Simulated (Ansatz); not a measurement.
A relaxation computed with Ansatz, from input to last step.

```yaml
crystal:
  lattice:
    - [3.1315938306, 0.0, 0.0]
    - [-1.5657969153, 2.7120398116, 0.0]
    - [0.0, 0.0, 5.6097132316]
  atoms:
    - { symbol: Mo, position: [0.0, 0.0, 0.5] }
    - { symbol: S, position: [0.3333333333, 0.6666666667, 0.222786577] }
    - { symbol: S, position: [0.6666666667, 0.3333333333, 0.777213423] }
basis:
  ecutwfc: 420
kpoints:
  mp_grid: { grid: [18, 18, 8] }
hamiltonian:
  xc: pbe
  dispersion: d3bj
scf:
  occupations: { method: gaussian, width: 0.1 }
output:
  forces: true
  stress: true
  eigenvalues: true
relax:
  adjacent_minimum: "off"
  f_tol: 0.01
  max_steps: 30
  cell: { stress_tol: 0.1, fix: [volume] }
```

```bash
ansatz run input.yaml --threads 1 --pin off --max-ram 2560MiB --backend cpu --events-out ev --progress --plain --runs-dir out
```

The calculation used DFT PBE+D3(BJ), scalar-relativistic, plane waves, PAW in Ansatz 0.2.0.

The volume is held at 0.94 times that of the relaxed cell.

Of 4 frames 3 are shown, positions in Å and forces in eV/Å; the SCF threshold varies from step to step. Steps run on the plane waves of an earlier cell, with a Pulay correction in the pressure. The basis is chosen afresh for the last frame, the zero of the energies, and at times for earlier ones too; energy and pressure step there, also at an unchanged geometry.

```xyz
3
Lattice="3.1316 0.0000 0.0000 -1.5658 2.7120 0.0000 0.0000 0.0000 5.6097" Properties=species:S:1:pos:R:3:forces:R:3 pbc="T T T" step=1 free_energy_over_end_meV_per_atom=5.06 pressure_GPa=7.11
Mo    0.0000    0.0000    2.8049    0.0000    0.0000    0.0000
S     0.0000    1.8080    1.2498    0.0000    0.0000   -0.4880
S     1.5658    0.9040    4.3599    0.0000    0.0000    0.4880
3
Lattice="3.1487 0.0000 0.0000 -1.5743 2.7268 0.0000 0.0000 0.0000 5.5490" Properties=species:S:1:pos:R:3:forces:R:3 pbc="T T T" step=2 free_energy_over_end_meV_per_atom=0.26 pressure_GPa=3.26
Mo    0.0000    0.0000    2.7745    0.0000    0.0000    0.0000
S     0.0000    1.8179    1.1974    0.0000    0.0000    0.1152
S     1.5743    0.9089    4.3516    0.0000    0.0000   -0.1152
3
Lattice="3.1510 0.0000 0.0000 -1.5755 2.7288 0.0000 0.0000 0.0000 5.5410" Properties=species:S:1:pos:R:3:forces:R:3 pbc="T T T" step=4 free_energy_over_end_meV_per_atom=0.00 pressure_GPa=3.80
Mo    0.0000    0.0000    2.7705    0.0000    0.0000    0.0000
S     0.0000    1.8192    1.2008    0.0000    0.0000    0.0058
S     1.5755    0.9096    4.3402    0.0000    0.0000   -0.0058
```

It took 36 s on 1 thread of Intel(R) Xeon(R) Platinum 8488C (Sapphire Rapids), on a shared host, peak memory 0.55 GiB.